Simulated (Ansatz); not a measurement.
# MgO: a vibration from a frozen displacement

Level of theory: DFT LDA, scalar-relativistic, plane waves, PAW (Ansatz 0.2.0). The runs took a 420 eV cutoff, a Γ-centred 6×6×6 mesh and Gaussian smearing (0.05 eV). No spin polarisation. Energies are free energies at this smearing, counted from the undisturbed cell; pressure is positive in compression.

The starting cell (as given, not relaxed at this level; it stands at -4.0 GPa; this form isn't the usual structure):

```
Mg O
1.0
     3.48638    0.00000    0.00000
    -1.74319    3.01929    0.00000
     0.00000    0.00000    4.17804
Mg O
2 2
Direct
  0.66667 0.33333 0.75000
  0.33333 0.66667 0.25000
  0.66667 0.33333 0.25000
  0.33333 0.66667 0.75000
```

Every Mg atom is moved by x along the Cartesian unit vector (0.707, 0.707, 0.000); the cell and all other atoms stay fixed. The cell's volume is 43.98 Å³; the moved atoms weigh 48.610 u together and the others 31.998 u. Some rows repeat others by symmetry and weren't run.

```
  x (Å)  ΔE (meV/cell) total force on the moved atoms along the move (eV/Å) pressure (GPa)
-0.1000          84.84                                                1.7209         -3.1730
-0.0875          64.74                                                1.4958         -3.3732
-0.0750          47.43                                                1.2748         -3.5461
-0.0625          32.85                                                1.0573         -3.6919
-0.0500          20.98                                                0.8424         -3.8108
-0.0375          11.79                                                0.6299         -3.9032
-0.0250           5.23                                                0.4190         -3.9690
-0.0125           1.31                                                0.2093         -4.0084
 0.0000           0.00                                                0.0000         -4.0216
 0.0125           1.31                                               -0.2093         -4.0084
 0.0250           5.23                                               -0.4190         -3.9690
 0.0375          11.79                                               -0.6299         -3.9032
 0.0500          20.98                                               -0.8424         -3.8108
 0.0625          32.85                                               -1.0573         -3.6919
 0.0750          47.43                                               -1.2748         -3.5461
 0.0875          64.74                                               -1.4958         -3.3732
 0.1000          84.84                                               -1.7209         -3.1730
```

Task: What frequency belongs to this motion?

Result: The force constant is k = −dF/dx = 16.744 eV/Å², from the parabola through x = -0.0125, 0 and 0.0125. In every cell the moved atoms swing against the rest, so the mass is μ = m₁m₂/(m₁ + m₂) = 19.296 u, and ν̃ = 521.5 cm⁻¹ × √(|k|/μ) = 486 cm⁻¹, at this cell's pressure of -4.0 GPa. To first order in x, and within 1 %, the force on every atom lies along the move and, within each of the two groups, in proportion to the atom's mass, so this is itself a mode at the zone centre of this cell, taken without macroscopic field (the transverse frequency in a polar insulator).

Task: How far does the harmonic law reach?

Result: At x = -0.100 Å, kx²/2 = 83.72 meV against the computed 84.84 meV (+1.3 %): the well is still close to harmonic there.

Task: The pressure changes with x². What does that say about the frequency under compression?

Result: With E = k(V)x²/2, k ∝ V^(−2γ) and x scaling with the cell as V^(1/3), P − P0 = −∂E/∂V = (2γ − 2/3) ΔE/V. At x = 0.0250 Å, V(P − P0) = 43.98 × 0.05260 / 160.2 eV = 14.44 meV and ΔE = 5.23 meV, so γ = 1/3 + V(P − P0)/(2ΔE) = 1.71. This is the Grüneisen parameter of the motion under uniform scaling of the cell: shrinking the cell evenly by 1 % in volume raises the frequency by about 1.71 %.

Cost: 9 runs of about 1 core-minutes in all, on AMD EPYC (Zen 3) (shared hosts).